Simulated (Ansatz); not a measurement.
# 3-layer 2H-MoS2 (2H stacking) in a perpendicular field, part 2 of 4

What dipole does a perpendicular field induce in the 3-layer 2H-MoS2 (2H stacking), and does the gap follow? A positive field points along +c.

Ansatz 0.2.0; plane-wave DFT, LDA, Ansatz PAW (the session's first sound run).

So far. Step 2 (Relaxation): The lattice constant a goes from 3.180 to 3.121 Å.

## Step 3: Single point, field 0

A sawtooth potential applies the field, turning back in the middle of the vacuum. With the dipole correction the typed value is the field outside the slab. The induced dipole is small, so the SCF threshold is tight.

The cell differs from the one that the last finished run ended in (c 55.376 → 33.177 Å).

input.yaml reads:

```yaml
crystal:
  lattice:
    - [3.1214187884, 0.0, 0.0]
    - [-1.5607093942, 2.7032279666, 0.0]
    - [0.0, 0.0, 33.1767342658]
  atoms:
    - { symbol: S, position: [0.3333333333, 0.6666666667, 0.2712744397] }
    - { symbol: Mo, position: [0.0, 0.0, 0.3180499968] }
    - { symbol: S, position: [0.3333333333, 0.6666666667, 0.3649160803] }
    - { symbol: S, position: [0.0, 0.0, 0.4531470843] }
    - { symbol: Mo, position: [0.3333333333, 0.6666666667, 0.5] }
    - { symbol: S, position: [0.0, 0.0, 0.5468529157] }
    - { symbol: S, position: [0.3333333333, 0.6666666667, 0.6350839197] }
    - { symbol: Mo, position: [0.0, 0.0, 0.6819500032] }
    - { symbol: S, position: [0.3333333333, 0.6666666667, 0.7287255603] }
kpoints:
  mp_grid: { grid: [18, 18, 1] }
  band_path:
    path: [[0, 0, 0], [0.5, 0, 0], [0.33333333, 0.33333333, 0], [0, 0, 0]]
    npoints: 16
hamiltonian:
  xc: lda
scf:
  occupations: { method: fermi_dirac, width: 0.02585 }
  convergence: { dr2_threshold: 1.0e-10 }
efield:
  axis: 3
  dipole_correction: true
  ramp_position: 0.97
  ramp_width: 0.06
  amplitude: 0
output:
  dos: { projected: true, e_range: [-6, 5] }
  bader: true
  write_potential: true
  write_density: true
  volumetric_format: npy
  elf: true
```

Run with:

```sh
$ ansatz run input.yaml --threads 4 --pin off --max-ram 6144MiB --backend cpu --events-out ev --progress --plain --runs-dir out
```

Numbers of over 12 decimals in the logs are rounded to 6 here.

Log:

```text
[...]
Crystal: 9 atoms, lattice volume = 279.942 Å³
Basis set: ecut = 420 eV, 5427 PW (Γ)
Bands: 48, of which v1, the nominal top of the filled ones, is band 39 counted from 1 (38 counted from 0)
Symmetry: 6 space group operations
k-points: 37 of 324 (time reversal used)
[...]
SCF iter   1: F=—  HF=-19754.568298 eV  |F-HF|=—  |Δ(HF+E_count)|=         —  Δρ=6.12e-3  dr2=1.63e-1  ethr=1.77e-3  p=0.000 e·Å  D=1.29e-13 V/Å  ΔV_dip=-0.00 eV  dr2_dipole=1.37e-9  V_vac-E_F(+/−)=4.97/4.97 eV  ⟨swp⟩=10.8  Hψ=9449  notcnv=0
efield: sawtooth ramp at fractional position 0.9700 (set: `efield.ramp_position`, or a place that a band, a saddle search or an elastic batch's reference lends), width 0.0600; the density the first Hamiltonian is built on has a dipole p = 0.000 e·Å; the dipole correction subtracts the counter field D = 1.29e-13 V/Å, which shifts the + side's vacuum level by -0.00 eV against the − side's; the planar-averaged density in the ramp window peaks in size at 3.3e-5 e/Å³
[...]
SCF iter   2: F=—  HF=-19754.559529 eV  |F-HF|=—  |Δ(HF+E_count)|=   8.77e-3  Δρ=3.44e-3  dr2=3.43e-2  ethr=2.08e-4  p=0.000 e·Å  D=4.89e-6 V/Å  ΔV_dip=-0.00 eV  dr2_dipole=1.15e-8  V_vac-E_F(+/−)=5.12/5.12 eV  ⟨swp⟩=3.2  Hψ=2897  notcnv=0  defer=95
[...]
SCF iter  13: F=-19754.557409 eV  HF=-19754.557409 eV  |F-HF|=4.73e-11  |Δ(HF+E_count)|=  1.46e-11  Δρ=5.48e-8  dr2=2.65e-11  ethr=1.00e-12  p=-0.000 e·Å  D=-1.59e-7 V/Å  ΔV_dip=0.00 eV  dr2_dipole=2.15e-12  V_vac-E_F(+/−)=5.05/5.05 eV  ⟨swp⟩=1.0  Hψ=3615  notcnv=0
SCF 1 converged in 13 iterations: F = -19754.557409 eV  dr2 = 2.65e-11
[...]
NSCF: frozen V_eff on 49 k-points
efield: sawtooth ramp at fractional position 0.9700 (kept from the solve that this one continues, or follows in the run), width 0.0600; the density the first Hamiltonian is built on has a dipole p = -0.000 e·Å; the dipole correction subtracts the counter field D = -1.59e-7 V/Å, which shifts the + side's vacuum level by +0.00 eV against the − side's; the planar-averaged density in the ramp window peaks in size at 3.9e-6 e/Å³
[...]
SCF converged after 13 iterations
Free energy (F): -19754.557409 eV
[...]
Internal energy: -19754.557409 eV  (E = F + TS)
E sigma→0 (E₀):  -19754.557409 eV
Fermi energy:    4.205932 eV
Dipole field:    D = 0.000002 V/Å  (p = 0.000002 e·Å, saw-weighted, corrected)
Work function:   Φ+ = 5.0486 eV   Φ− = 5.0487 eV
Levels:          The Fermi level and band energies are counted from a zero that moves with the ramp; work functions are not
[...]
--- Band table (eV; the first three rows and the last of 37) ---
  k-point 0: bands = [... 35 lower, 2.0427, 2.6986, 3.3975, 3.7512, 5.9999, 5.9999, 6.0197, 6.0197, ... 5 higher]
  k-point 1: bands = [... 35 lower, 2.2254, 2.7051, 3.3658, 3.6702, 5.9387, 5.9527, 5.9585, 6.0746, ... 5 higher]
  k-point 2: bands = [... 35 lower, 2.3871, 2.6979, 3.2255, 3.4137, 5.7904, 5.8012, 5.8215, 5.8216, ... 5 higher]
  k-point 36: bands = [... 35 lower, 1.0301, 2.9884, 3.0688, 3.1457, 4.9397, 4.9419, 4.9431, 5.6330, ... 5 higher]
--- Bader charges: 9 sites ---
  site symbol  charge [e]  shift [e]
     0      S     -0.5776     0.0013
     1     Mo      1.1527     0.0025
     2      S     -0.5753     0.0012
     3      S     -0.5746     0.0013
     4     Mo      1.1495     0.0026
     5      S     -0.5746     0.0013
     6      S     -0.5752     0.0012
     7     Mo      1.1526     0.0025
     8      S     -0.5775     0.0013
  estimated error of the sums over rays = 3.7e-4 e
```

Elapsed: 1.8 min, on 4 threads of Arm Neoverse N1, shared host; peak memory 0.92 GiB.

The column dr2 measures how far the density is from self-consistency, as an energy; F and HF (Harris–Foulkes) agree once it is small.

Numbers from this step:

```yaml
gap_on_the_k_mesh: 0.9619 eV
dipole_along_the_normal: 2.33e-6 e·Å
gap_along_the_path: 0.9560 eV
smallest_direct_gap_along_the_path: 1.794 eV
ionisation_energy_upper_face: 5.503 eV
electron_affinity_upper_face: 4.547 eV
gap_the_smaller_of_path_and_mesh: 0.9560 eV
```

Running mean over a fixed 2.5 Å (it still follows the layers) of the planar mean; the ramp of the sawtooth is left out. Table of electron's electrostatic potential energy less the Fermi level by z:

z (Å), electron's electrostatic potential energy less the Fermi level (eV) and a bar from the least value:
```
        4        5.0 ##############################
        5        5.0 ##############################
        6        5.0 ##############################
        7        4.4 #############################
        8       -0.3 #####################
        9       -6.3 ###########
       10      -12.6 
       11      -12.6 
       12       -7.2 #########
       13       -1.5 ###################
       14       -1.0 ####################
       15       -6.0 ###########
       16      -12.5 
       17      -12.6 
       18       -7.6 #########
       19       -1.6 ###################
       20       -0.9 ####################
       21       -5.7 ############
       22      -12.5 
       23      -12.5 
       24       -7.9 ########
       25       -1.3 ###################
       26        3.9 ############################
       27        5.0 ##############################
       28        5.0 ##############################
       29        5.0 ##############################
```

The density of states has structure finer than the step of the table below, so its rows give means over 0.2 eV, whole bins alone (the curve runs from -6 to 1.66 eV). Peaks (eV: height): -4.79: 14.1, -4.35: 25.4, -4.24: 19.1, -3.19: 16.5, -3.05: 16.0, -1.92: 16.6, 1.42: 16.3.

Density of states against energy, zero at the Fermi level of the run, which the smearing sets inside the gap; means over each step:

```tsv
energy (eV)	density of states (states/eV a cell)
-5.8	2.43
-5.6	2.89
-5.4	4.47
-5.2	8.13
-5.0	9.41
-4.8	8.71
-4.6	7.00
-4.4	10.9
-4.2	9.88
-4.0	6.65
-3.8	4.43
-3.6	4.87
-3.4	4.80
-3.2	8.98
-3.0	11.4
-2.8	8.44
-2.6	6.75
-2.4	7.35
-2.2	5.97
-2.0	8.33
-1.8	9.97
-1.6	7.05
-1.4	3.88
-1.2	1.83
-1.0	0.738
-0.8	0.519
-0.6	0.259
-0.4	0.0322
-0.2	0
0.0	0
0.2	0
0.4	0.00954
0.6	1.40
0.8	3.82
1.0	6.37
1.2	9.91
1.4	13.5
```

Projected DOS per atom over height of the atomic layer and energy from the Fermi level. Layers: S Mo S S Mo S S Mo S from below.

Values in states/eV, 22 rows by 9 columns, each cell a mean:
```
0.91 2.75 0.65 0.71 2.52 0.71 0.65 2.75 0.91
0.47 1.87 0.44 0.36 1.67 0.36 0.44 1.87 0.47
0.16 0.66 0.21 0.23 0.86 0.23 0.21 0.66 0.16
0.01 0.05 0.02 0.04 0.10 0.04 0.02 0.05 0.01
0.00 0.00 0.00 0.00 0.00 0.00 0.00 0.00 0.00
0.00 0.00 0.00 0.00 0.00 0.00 0.00 0.00 0.00
0.00 0.02 0.02 0.03 0.08 0.03 0.02 0.02 0.00
0.02 0.13 0.09 0.08 0.12 0.08 0.09 0.13 0.02
0.13 0.69 0.18 0.17 0.64 0.17 0.18 0.69 0.13
0.58 1.55 0.47 0.52 1.48 0.52 0.47 1.55 0.58
0.76 1.34 0.63 0.62 1.33 0.62 0.63 1.34 0.76
0.92 0.38 0.95 0.90 0.47 0.90 0.95 0.38 0.92
0.98 0.57 0.94 0.96 0.57 0.96 0.94 0.57 0.98
1.28 1.18 1.31 1.27 1.20 1.27 1.31 1.18 1.28
0.44 0.61 0.46 0.48 0.65 0.48 0.46 0.61 0.44
0.42 0.67 0.43 0.45 0.70 0.45 0.43 0.67 0.42
0.78 0.94 0.79 0.87 1.01 0.87 0.79 0.94 0.78
1.06 1.18 0.99 0.89 1.11 0.89 0.99 1.18 1.06
1.05 0.92 0.82 0.86 0.87 0.86 0.82 0.92 1.05
1.00 1.00 1.07 0.94 0.86 0.94 1.07 1.00 1.00
0.39 0.35 0.39 0.53 0.49 0.53 0.39 0.35 0.39
0.31 0.24 0.32 0.32 0.24 0.32 0.32 0.24 0.31
```
Columns: height of the atomic layer (Å) from 9 to 24.2 (not evenly spaced); rows upwards: energy from the Fermi level (eV) from -5.96 to 1.6.

The electronic bands at the labelled points (eV, zero at the Fermi level of the run, which the smearing sets inside the gap):

```tsv
point	band 36	band 37	band 38	band 39	band 40	band 41	band 42	band 43
Γ	-2.16	-1.51	-0.81	-0.45	1.79	1.79	1.81	1.81
halfway	-2.16	-1.96	-1.86	-1.85	0.87	1.14	1.29	1.39
M	-1.89	-1.84	-1.77	-1.75	1.32	1.34	1.36	1.72
halfway	-2.83	-1.52	-1.43	-1.35	1.16	1.22	1.26	1.98
K	-3.18	-1.22	-1.14	-1.06	0.73	0.74	0.74	1.43
halfway	-2.03	-1.95	-1.93	-1.93	0.51	0.81	1.15	1.42
Γ	-2.16	-1.51	-0.81	-0.45	1.79	1.79	1.81	1.81
```

Valence density in the ca plane at fractional y = 0.667, with atoms of S and Mo within 0.2 Å of it. It is the smooth field of the valence electrons, not physical close to the nuclei.

Ten steps, logarithmic in the rise over the least value, from '0' (0.0 e/Å³) to '9' (6.5 e/Å³), each cell a mean:
```
00000000000000000012333455433321112344443334
00000000000000000012233455433221112345443334
00000000000000000124444444444432112344444544
00000000000000001245665433456654211223457875
00000000000000001356556433465565311123479997
00000000000000001356456433565465311123479997
00000000000000001345665433456654211223468986
00000000000000000134454444445443111334445554
```
Columns run along c (16.0 Å, from fractional 0.05 to 0.54 of the cell), rows up along a (3.1 Å). Atoms in or near the plane, at fractional coordinates: S at (0.27, 0.33), S at (0.36, 0.33), Mo at (0.50, 0.33).

Electrostatic potential energy in the ca plane at fractional y = 0.667, with atoms of S and Mo within 0.2 Å of it. With pseudopotentials it is smooth inside the atoms' cores, unlike the true potential.

Ten even steps from '0' (-44 eV) to '9' (9 eV), each cell a mean:
```
99999999999999999999998655789999999877888888
99999999999999999999998655789999999877888888
99999999999999999998788777788889999988886668
99999999999999999974236888863258999999851015
99999999999999999952214888732226999999720001
99999999999999999952313788722226999999720001
99999999999999999973226888852248999999840004
99999999999999999998778777887789999988876567
```
Columns run along c (16.0 Å, from fractional 0.05 to 0.54 of the cell; values clipped at the 3rd and 97th percentile), rows up along a (3.1 Å). Atoms in or near the plane, at fractional coordinates: S at (0.27, 0.33), S at (0.36, 0.33), Mo at (0.50, 0.33).

ELF in the ca plane at fractional y = 0.667, with atoms of S and Mo within 0.2 Å of it. It is the smooth field of the valence electrons, not physical close to the nuclei.

Ten even steps from '0' (0.00) to '9' (0.94), each cell a mean:
```
00000000000000000012332233123321015787753235
00000000000000000012221233112210015788753235
00000000000000012467775222257775103577632223
00000000000000147899888422588899500234336763
00000000000001368997237523672289810012257576
00000000000001368997137523672289810012267576
00000000000000147998778522587799600234236763
00000000000000013578875222368876202566532322
```
Columns run along c (16.0 Å, from fractional 0.05 to 0.54 of the cell), rows up along a (3.1 Å). Atoms in or near the plane, at fractional coordinates: S at (0.27, 0.33), S at (0.36, 0.33), Mo at (0.50, 0.33).

The gap is 0.96 eV, with the valence edge 5.50 eV and the conduction edge 4.55 eV under the upper vacuum level.

## Step 4: Single point, field 0.1 V/Å

input.yaml, as its differences from that of step 3:

```diff
@@ -30,6 +30,4 @@
   ramp_width: 0.06
-  amplitude: 0
+  amplitude: 0.1
 output:
-  dos: { projected: true, e_range: [-6, 5] }
-  bader: true
   write_potential: true
@@ -37,2 +35 @@
   volumetric_format: npy
-  elf: true
```

Log:

```text
[...]
Crystal: 9 atoms, lattice volume = 279.942 Å³
Basis set: ecut = 420 eV, 5427 PW (Γ)
Bands: 48, of which v1, the nominal top of the filled ones, is band 39 counted from 1 (38 counted from 0)
Symmetry: 6 space group operations
k-points: 37 of 324 (time reversal used)
[...]
k-point 0: bands = [... 35 lower, 2.0415, 2.6986, 3.3950, 3.7575, 5.9414, 5.9414, 6.0059, 6.0059, ... 5 higher]
  k-point 1: bands = [... 35 lower, 2.2248, 2.7070, 3.3624, 3.6774, 5.8713, 5.9415, 6.0211, 6.0348, ... 5 higher]
  k-point 2: bands = [... 35 lower, 2.3822, 2.7038, 3.2188, 3.4248, 5.7305, 5.7497, 5.8264, 5.9083, ... 5 higher]
  k-point 36: bands = [... 35 lower, 1.0644, 2.9563, 3.0624, 3.1833, 4.8603, 4.9394, 5.0241, 5.6257, ... 5 higher]
[key lines of the parts left out:]
SCF converged after 15 iterations
Free energy (F): -19754.561036 eV
Fermi energy:    4.204128 eV
Dipole field:    D = 0.046903 V/Å  (p = 0.072561 e·Å, saw-weighted, corrected)
```

Run time: 84 s. Hardware: 4 threads; peak memory 0.87 GiB; 3.5 min of CPU time.

The dipole is 0.0726 e·Å, and the gap 0.940 eV.

## Step 5: Atoms held, field -0.1 V/Å

input.yaml, as its differences from that of step 4:

```diff
@@ -30,3 +30,3 @@
   ramp_width: 0.06
-  amplitude: 0.1
+  amplitude: -0.1
 output:
```

Log:

```text
[...]
Crystal: 9 atoms, lattice volume = 279.942 Å³
Basis set: ecut = 420 eV, 5427 PW (Γ)
Bands: 48, of which v1, the nominal top of the filled ones, is band 39 counted from 1 (38 counted from 0)
Symmetry: 6 space group operations
k-points: 37 of 324 (time reversal used)
[...]
k-point 0: bands = [... 35 lower, 2.0415, 2.6986, 3.3950, 3.7575, 5.9414, 5.9414, 6.0059, 6.0059, ... 5 higher]
  k-point 1: bands = [... 35 lower, 2.2248, 2.7070, 3.3624, 3.6774, 5.8714, 5.9415, 6.0211, 6.0347, ... 5 higher]
  k-point 2: bands = [... 35 lower, 2.3822, 2.7038, 3.2188, 3.4248, 5.7305, 5.7497, 5.8264, 5.9083, ... 5 higher]
  k-point 36: bands = [... 35 lower, 1.0644, 2.9564, 3.0623, 3.1833, 4.8603, 4.9394, 5.0241, 5.6257, ... 5 higher]
[key lines of the parts left out:]
SCF converged after 15 iterations
Free energy (F): -19754.561036 eV
Fermi energy:    4.204127 eV
Dipole field:    D = -0.046899 V/Å  (p = -0.072556 e·Å, saw-weighted, corrected)
```

It took 84 s on 4 threads; peak memory 0.88 GiB; 3.5 min of CPU time.

The dipole is -0.0726 e·Å, and the gap 0.940 eV.

## Step 6: Atoms held, field 0.2 V/Å

input.yaml, as its differences from that of step 5:

```diff
@@ -30,3 +30,3 @@
   ramp_width: 0.06
-  amplitude: -0.1
+  amplitude: 0.2
 output:
```

Log:

```text
[...]
Crystal: 9 atoms, lattice volume = 279.942 Å³
Basis set: ecut = 420 eV, 5427 PW (Γ)
Bands: 48, of which v1, the nominal top of the filled ones, is band 39 counted from 1 (38 counted from 0)
Symmetry: 6 space group operations
k-points: 37 of 324 (time reversal used)
[...]
k-point 0: bands = [... 35 lower, 2.0378, 2.6987, 3.3880, 3.7755, 5.8603, 5.8603, 6.0023, 6.0023, ... 5 higher]
  k-point 1: bands = [... 35 lower, 2.2234, 2.7127, 3.3532, 3.6977, 5.7885, 5.9380, 5.9450, 6.0074, ... 5 higher]
  k-point 2: bands = [... 35 lower, 2.3688, 2.7204, 3.2028, 3.4539, 5.6408, 5.6889, 5.8398, 5.8953, ... 5 higher]
  k-point 36: bands = [... 35 lower, 1.1297, 2.8893, 3.0580, 3.2522, 4.7778, 4.9386, 5.1051, 5.6045, ... 5 higher]
[key lines of the parts left out:]
SCF converged after 16 iterations
Free energy (F): -19754.571921 eV
Fermi energy:    4.199101 eV
Dipole field:    D = 0.093815 V/Å  (p = 0.145137 e·Å, saw-weighted, corrected)
```

Run time: 1.7 min. Hardware: 4 threads; peak memory 0.86 GiB; 3.5 min of CPU time.

The dipole is 0.145 e·Å, and the gap 0.895 eV.

## Step 7: Single point, field -0.2 V/Å

input.yaml, as its differences from that of step 6:

```diff
@@ -30,3 +30,3 @@
   ramp_width: 0.06
-  amplitude: 0.2
+  amplitude: -0.2
 output:
```

Log:

```text
[...]
Crystal: 9 atoms, lattice volume = 279.942 Å³
Basis set: ecut = 420 eV, 5427 PW (Γ)
Bands: 48, of which v1, the nominal top of the filled ones, is band 39 counted from 1 (38 counted from 0)
Symmetry: 6 space group operations
k-points: 37 of 324 (time reversal used)
[...]
k-point 0: bands = [... 35 lower, 2.0378, 2.6987, 3.3880, 3.7755, 5.8603, 5.8603, 6.0023, 6.0023, ... 5 higher]
  k-point 1: bands = [... 35 lower, 2.2234, 2.7127, 3.3532, 3.6977, 5.7885, 5.9380, 5.9450, 6.0074, ... 5 higher]
  k-point 2: bands = [... 35 lower, 2.3688, 2.7204, 3.2028, 3.4539, 5.6408, 5.6889, 5.8398, 5.8953, ... 5 higher]
  k-point 36: bands = [... 35 lower, 1.1297, 2.8893, 3.0580, 3.2522, 4.7778, 4.9386, 5.1051, 5.6045, ... 5 higher]
[key lines of the parts left out:]
SCF converged after 15 iterations
Free energy (F): -19754.571921 eV
Fermi energy:    4.199100 eV
Dipole field:    D = -0.093818 V/Å  (p = -0.145141 e·Å, saw-weighted, corrected)
```

Run time: 76 s. Hardware: 4 threads; peak memory 0.87 GiB; 3.5 min of CPU time.

The dipole is -0.145 e·Å, and the gap 0.895 eV.

## Step 8: Single point, field 0.35 V/Å

input.yaml, as its differences from that of step 7:

```diff
@@ -30,4 +30,6 @@
   ramp_width: 0.06
-  amplitude: -0.2
+  amplitude: 0.35
 output:
+  dos: { projected: true, e_range: [-6, 5] }
+  bader: true
   write_potential: true
@@ -35 +37,2 @@
   volumetric_format: npy
+  elf: true
```

Log:

```text
[...]
Crystal: 9 atoms, lattice volume = 279.942 Å³
Basis set: ecut = 420 eV, 5427 PW (Γ)
Bands: 48, of which v1, the nominal top of the filled ones, is band 39 counted from 1 (38 counted from 0)
Symmetry: 6 space group operations
k-points: 37 of 324 (time reversal used)
[...]
--- Bader charges: 9 sites ---
  site symbol  charge [e]  shift [e]
     0      S     -0.5928     0.0013
     1     Mo      1.1523     0.0026
     2      S     -0.5673     0.0013
     3      S     -0.5824     0.0013
     4     Mo      1.1494     0.0026
     5      S     -0.5667     0.0013
     6      S     -0.5831     0.0012
     7     Mo      1.1528     0.0025
     8      S     -0.5623     0.0013
  estimated error of the sums over rays = 3.8e-4 e
[key lines of the parts left out:]
SCF converged after 16 iterations
Free energy (F): -19754.601860 eV
Fermi energy:    4.187246 eV
Dipole field:    D = 0.164228 V/Å  (p = 0.254071 e·Å, saw-weighted, corrected)
```

Elapsed: 1.7 min, on 4 threads; peak memory 0.9 GiB.

The dipole is 0.254 e·Å, and the gap 0.783 eV.

[end of part 2 of 4]

[Logs are printed without paths, hosts, clocks, repeated set-up lines and the standing remarks that a program may print on its own settings, such as how far it seeks lower states.]

[Hosts, paths, dates, database ids (printed as entryN), source tags and the programs' standing remarks are cut or masked in the printed files.]

[Maps of the electrostatic potential energy from Ansatz leave out the sawtooth potential of an applied field or a dipole correction, so their vacuum need not be flat; planar profiles and work functions include it.]

[The density of states shown here was stored with 400 of the rows of the run's finer table, so its peaks can read low, often by over a quarter, or be missed, and its means over a window can be off by a tenth or more.]
